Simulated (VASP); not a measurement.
# CdO2 (P6/mmm) in VASP: further runs

The runs below take CdO2 through relaxation of cell and atoms, single point, with r2SCAN.

All numbers are computed with VASP 6.6.1; they aren't measurements. Logs are shortened: lines on timing, memory, paths and dates and some standing lists are left out, and cuts for length are marked.

### 1 The crystal as given

Symmetry: P6/mmm, No. 191, hexagonal system. The conventional cell has a = 3.446 Å, b = 3.446 Å, c = 3.721 Å, α = 90.00°, β = 90.00°, γ = 120.00°. Around Cd (site symmetry 6/mmm) lie 12 O at 2.72 Å. O (site symmetry -6m2) is surrounded by 3 O at 1.99 Å.

The cell was built by a generator and needn't be a form met in nature.

### 2 Relaxation of cell and atoms, r2SCAN

POSCAR reads:

```
CdO2
1.0
    3.4458058362      0.0000000000      0.0000000000
   -1.7229029181      2.9841553907      0.0000000000
    0.0000000000      0.0000000000      3.7205544743
Cd O
1 2
Direct
    0.0000000000      0.0000000000      0.0000000000
    0.3333333333      0.6666666667      0.5000000000
    0.6666666667      0.3333333333      0.5000000000
```

INCAR.step1 reads:

```
SYSTEM = CdO2
PREC = Accurate ; ENCUT = 600
ISMEAR = 0 ; SIGMA = 0.1
LREAL = .False. ; LASPH = .True.
NELM = 100 ; GGA = PE
ALGO = Normal ; EDIFF = 1E-4
LWAVE = .True. ; LCHARG = .False.
```

INCAR.step2 reads:

```
SYSTEM = CdO2
PREC = Accurate ; ENCUT = 600
EDIFF = 1E-6 ; ISMEAR = 0
SIGMA = 0.1 ; LREAL = .False.
LASPH = .True. ; NELM = 100
ALGO = Normal ; ISIF = 3
LWAVE = .False. ; LCHARG = .False.
METAGGA = R2SCAN ; LMIXTAU = .True.
IBRION = 2 ; NSW = 90
EDIFFG = -0.04 ; ISTART = 1
```

KPOINTS reads:

```
regular mesh
0
Gamma
  6 6 6
  0 0 0
```

Potentials or basis: VASP PAW PBE potentials, release 64 (Cd, O).

On the command line:

```sh
$ cat potpaw_PBE.64/Cd/POTCAR potpaw_PBE.64/O/POTCAR > POTCAR
$ cp INCAR.step1 INCAR
$ mpirun -np 1 vasp_std > vasp.out
$ cp INCAR.step2 INCAR
$ mpirun -np 1 vasp_std > vasp.out
```

OUTCAR:

```text
SYSTEM = CdO2
   PREC = Accurate
   ENCUT = 600
   EDIFF = 1E-6
   ISMEAR = 0
   LREAL = .False.
   LASPH = .True.
   NELM = 100
   ISIF = 3
   METAGGA = R2SCAN
   IBRION = 2
   NSW = 90
   EDIFFG = -0.04
   ISTART = 1

 ion  position               nearest neighbor table
   1  0.000  0.000  0.000-   2 2.72   3 2.72   2 2.72   3 2.72   3 2.72   3 2.72   2 2.72   2 2.72
                             3 2.72   3 2.72   2 2.72   2 2.72
   2  0.333  0.667  0.500-   1 2.72   1 2.72   1 2.72   1 2.72   1 2.72   1 2.72
   3  0.667  0.333  0.500-   1 2.72   1 2.72   1 2.72   1 2.72   1 2.72   1 2.72

  LATTYP: Found a hexagonal cell.
 ALAT       =     3.4458058362
 C/A-ratio  =     1.0797342193

  Lattice vectors:

 A1 = (   3.4458058362,   0.0000000000,   0.0000000000)
 A2 = (  -1.7229029181,   2.9841553907,   0.0000000000)
 A3 = (   0.0000000000,   0.0000000000,   3.7205544743)

Analysis of symmetry for initial positions (statically):
=====================================================================
 Subroutine PRICEL returns:
 Original cell was already a primitive cell.

 Routine SETGRP: Setting up the symmetry group for a
 hexagonal supercell.

 Subroutine GETGRP returns: Found 24 space group operations
 (whereof 24 operations were pure point group operations)
 out of a pool of 24 trial point group operations.

The static configuration has the point symmetry D_6h.

Analysis of symmetry for dynamics (positions and initial velocities):
=====================================================================
 Subroutine PRICEL returns:
 Original cell was already a primitive cell.

 Routine SETGRP: Setting up the symmetry group for a
 hexagonal supercell.

 Subroutine GETGRP returns: Found 24 space group operations
 (whereof 24 operations were pure point group operations)
 out of a pool of 24 trial point group operations.

The dynamic configuration has the point symmetry D_6h.

 Subroutine INISYM returns: Found 24 space group operations
 (whereof 24 operations are pure point group operations),
 and found     1 'primitive' translations

----------------------------------------------------------------------------------------

                                     Primitive cell

  volume of cell :      38.2578

  direct lattice vectors                    reciprocal lattice vectors
     3.445805836  0.000000000  0.000000000     0.290207878  0.167551597  0.000000000
    -1.722902918  2.984155391  0.000000000     0.000000000  0.335103193  0.000000000
     0.000000000  0.000000000  3.720554474     0.000000000  0.000000000  0.268777142

  length of vectors
     3.445805836  3.445805836  3.720554474     0.335103193  0.335103193  0.268777142

  position of ions in fractional coordinates (direct lattice)
     0.000000000  0.000000000  0.000000000
     0.333333333  0.666666667  0.500000000
     0.666666667  0.333333333  0.500000000

  ion indices of the primitive-cell ions
   primitive index   ion index
                 1           1
                 2           2
                 3           3

----------------------------------------------------------------------------------------

 KPOINTS: regular mesh

Automatic generation of k-mesh.
 Grid dimensions read from file:
 generate k-points for:    6    6    6

 Generating k-lattice:

  Cartesian coordinates                     Fractional coordinates (reciprocal lattice)
     0.048367980  0.027925266  0.000000000     0.166666667  0.000000000  0.000000000
     0.000000000  0.055850532  0.000000000     0.000000000  0.166666667  0.000000000
     0.000000000  0.000000000  0.044796190     0.000000000  0.000000000  0.166666667

  Length of vectors
     0.055850532  0.055850532  0.044796190

  Shift w.r.t. Gamma in fractional coordinates (k-lattice)
     0.000000000  0.000000000  0.000000000

 Subroutine IBZKPT returns following result:
 ===========================================

 Found     28 irreducible k-points:

 Following reciprocal coordinates:
            Coordinates               Weight
  0.000000  0.000000  0.000000      1.000000
  0.166667  0.000000  0.000000      6.000000
  0.333333 -0.000000  0.000000      6.000000
  0.500000 -0.000000  0.000000      3.000000
  0.166667  0.166667  0.000000      6.000000
  0.333333  0.166667  0.000000     12.000000
[... 16 lines left out ...]
  0.166667  0.000000  0.500000      6.000000
  0.333333 -0.000000  0.500000      6.000000
 [... further k-points ...]
   k-points           NKPTS =     28   k-points in BZ     NKDIM =     28   number of bands    NBANDS=     16
   number of dos      NEDOS =    301   number of ions     NIONS =      3
   total plane-waves  NPLWV =  23520
   dimension x,y,z NGX =    28 NGY =   28 NGZ =   30
   dimension x,y,z NGXF=    56 NGYF=   56 NGZF=   60
   ions per type =               1   2
   NGX,Y,Z   is equivalent  to a cutoff of  13.51, 13.51, 13.40 a.u.
   NGXF,Y,Z  is equivalent  to a cutoff of  27.02, 27.02, 26.81 a.u.
 SYSTEM =  CdO2
   PREC   = accura    normal or accurate (medium, high low for compatibility)
   ISTART =      1    job   : 0-new  1-cont  2-samecut
   ICHARG =      0    charge: 1-file 2-atom 10-const
   ISPIN  =      1    spin polarized calculation?
   LNONCOLLINEAR =      F non collinear calculations
   LSORBIT =      F    spin-orbit coupling
   LASPH  =      T    aspherical Exc in radial PAW
   ENCUT  =  600.0 eV  44.10 Ry    6.64 a.u.   6.88  6.88  7.43*2*pi/ulx,y,z
   NELM   =    100;   NELMIN=  2; NELMDL=  0     # of ELM steps
   EDIFF  = 0.1E-05   stopping-criterion for ELM
   LREAL  =      F    real-space projection
   EDIFFG = -.4E-01   stopping-criterion for IOM
   NSW    =     90    number of steps for IOM
   IBRION =      2    ionic relax: 0-MD 1-quasi-New 2-CG
   NFREE  =      1    steps in history (QN), initial steepest desc. (CG)
   ISIF   =      3    stress and relaxation
   ISYM   =      2    0-nonsym 1-usesym 2-fastsym
   POTIM  = 0.5000    time-step for ionic-motion
   TEBEG  =    0.0;   TEEND  =   0.0 temperature during run
   PSTRESS=    0.0 pullay stress
   NELECT =      24.0000    total number of electrons
   NUPDOWN=      -1.0000    fix difference up-down
   EMIN   =  10.00;   EMAX   =-10.00  energy-range for DOS
   EFERMI =   0.00;   METHOD = LEGACY
   ISMEAR =     0;   SIGMA  =   0.10  broadening in eV -4-tet -1-fermi 0-gaus
   EFERMI_NEDOS =   21; number of points for ismear=-14 and -15
   IALGO  =     38    algorithm
   IMIX   =      4    mixing-type and parameters
     AMIX     =   0.40;   BMIX     =  1.00
     AMIX_MAG =   1.60;   BMIX_MAG =  1.00
  volume/ion in A,a.u.               =      12.75        86.06
  Fermi-wavevector in a.u.,A,eV,Ry     =   1.401432  2.648322 26.721990  1.964011
  Thomas-Fermi vector in A             =   2.524294
   LORBIT       =      0    0 simple, 1 ext, 2 COOP (PROOUT), +10 PAW based schemes
   METAGGA = R2SCAN    functional components
   LHFCALC =     F    Hartree Fock is set to
   AEXX    =    0.0000 exact exchange contribution
   IVDW    =     0    specifies the selected vdW correction
   LEPSILON=     F    determine dielectric tensor
   LRPA    =     F    only Hartree local field effects (RPA)
 conjugate gradient relaxation of ions
 non-spin polarized calculation
 Gauss-broadening in eV      SIGMA  =   0.10
  energy-cutoff  :      600.00
  volume of cell :       38.26
 maximum number of plane-waves:      1299
 NGX is ok and might be reduce to    28
   NGX = 13   NGY = 13   NGZ = 15

--------------------------------------- Ionic step        1  -------------------------------------------

 number of electron      24.0000003 magnetization

 Free energy of the ion-electron system (eV)
  ---------------------------------------------------
  ext. energy  EPLUGINS =         0.00000000
  ---------------------------------------------------
  free energy    TOTEN  =       -30.62198283 eV

  energy without entropy =      -30.61718240  energy(sigma->0) =      -30.61958262

------------------------ aborting loop because EDIFF is reached ----------------------------------------

  FORCE on cell =-STRESS in cart. coord.  units (eV):
  Direction    XX          YY          ZZ          XY          YZ          ZX
  --------------------------------------------------------------------------------------
  -------------------------------------------------------------------------------------
  Total        1.7292714      1.7292714     -7.0549403      0.0000000     -0.0000000      0.0000000
  in kB       72.4192171     72.4192171   -295.4500191      0.0000000     -0.0000000      0.0000000
  external PRESSURE =     -50.2038616 kB  Pullay stress =       0.0000000 kB
[... 281 lines left out ...]
  energy  without entropy=      -31.5613641138  energy(sigma->0) =      -31.56363158

--------------------------------------- Ionic step        9  -------------------------------------------

 number of electron      24.0000006 magnetization

 Free energy of the ion-electron system (eV)
  ---------------------------------------------------
  ext. energy  EPLUGINS =         0.00000000
  ---------------------------------------------------
  free energy    TOTEN  =       -31.56611613 eV

  energy without entropy =      -31.56156567  energy(sigma->0) =      -31.56384090

 E-fermi :   2.3146     XC(G=0): -12.4638

 val. band max:        2.2361923442   @ k =   0.1667   0.0000   0.0000
 cond. band min:       2.3416475750   @ k =   0.5000  -0.0000   0.3333
 fundamental gap:      0.1054552308
 Fermi energy:         2.3146468702

 k-point     1 :       0.0000    0.0000    0.0000
  band No.  band energies     occupation
      1     -18.2202      2.00000
      2     -13.6559      2.00000
      3      -6.0067      2.00000
      4      -5.7423      2.00000
      5      -5.7423      2.00000
      6      -4.9667      2.00000
[... 8 lines left out ...]
     15      15.7982      0.00000
     16      15.7982      0.00000
[... 420 lines left out ...]
  band No.  band energies     occupation
      1     -17.0550      2.00000
      2     -14.6093      2.00000
      3      -6.0638      2.00000
      4      -5.5964      2.00000
      5      -5.3743      2.00000
      6      -5.0059      2.00000
[... 8 lines left out ...]
     15      10.2615      0.00000
     16      12.8362      0.00000

 [... further k-points ...]
[... 5 lines left out ...]
  --------------------------------------------------------------------------------------
  -------------------------------------------------------------------------------------
  Total       -0.0101483     -0.0101483      0.0201254      0.0000000      0.0000000      0.0000000
  in kB       -0.4822823     -0.4822823      0.9564279      0.0000000      0.0000000      0.0000000
  external PRESSURE =      -0.0027122 kB  Pullay stress =       0.0000000 kB
[... 18 lines left out ...]
  FREE ENERGIE OF THE ION-ELECTRON SYSTEM (eV)
  ---------------------------------------------------
  free  energy   TOTEN  =       -31.5661161258 eV

  energy  without entropy=      -31.5615656680  energy(sigma->0) =      -31.56384090

 reached required accuracy - stopping structural energy minimisation
```

Run time: 3.9 min. Hardware: 1 thread of Intel Xeon 6975P-C (Granite Rapids), shared host; peak memory 0.19 GiB.

What came out:

```
Free energy                            : -31.5661 eV
Relaxed volume                         : 11.24 Å³/atom
Relaxed cell                           : a = 3.597 Å, b = 3.597 Å, c = 3.008 Å, α = 90.00°, β = 90.00°, γ = 120.00°
Space group after relaxing (to 0.05 Å) : P6/mmm (No. 191)
Energy gained by relaxing              : 314.7 meV/atom
Ionic steps                            : 9
Pressure after relaxing                : 0.0 GPa
Band gap on the k mesh                 : none (metal or under the smearing width)
```

Stress tensor (GPa, compression positive):
```
-0.05  0.00  0.00
 0.00 -0.05  0.00
 0.00  0.00  0.10
```

The path:
```tsv
step	energy change (eV)	largest force (eV/Å)	pressure (GPa)	volume (Å³)
1	0.0000	0.0000	-5.02	38.26
2	-0.7511	0.0000	-3.99	35.83
3	-0.9215	0.0000	-2.24	34.56
4	-0.6716	0.0000	6.92	31.73
5	-0.9433	0.0000	-1.05	33.98
6	-0.9433	0.0000	-0.79	33.88
7	-0.9436	0.0000	0.78	33.52
8	-0.9439	0.0000	0.11	33.67
9	-0.9441	0.0000	0.00	33.71
```

Final structure:
```
Cd O
1.0
     3.59740    0.00000    0.00000
    -1.79870    3.11544    0.00000
     0.00000    0.00000    3.00811
Cd O
1 2
Direct
  0.00000 0.00000 0.00000
  0.33333 0.66667 0.50000
  0.66667 0.33333 0.50000
```

Levels at points of the mesh, in eV from the Fermi level:
| k point | band 10 | band 11 | band 12 | band 13 | band 14 | band 15 |
| --- | --- | --- | --- | --- | --- | --- |
| (0.00, 0.00, 0.00) | -2.98 | -0.71 | -0.71 | -0.13 | 0.58 | 13.48 |
| (0.50, 0.00, 0.00) | -1.42 | -1.14 | -0.32 | 1.30 | 4.55 | 7.16 |
| (0.00, 0.00, 0.50) | -4.06 | -1.26 | 0.45 | 0.45 | 6.30 | 7.08 |
| (0.50, 0.00, 0.50) | -3.72 | -2.28 | 0.10 | 1.19 | 4.86 | 8.04 |

Caveat: the PAW data sets were made with another functional, which shifts forces and pressure a little.

(Part 1 of 2 ends here.)
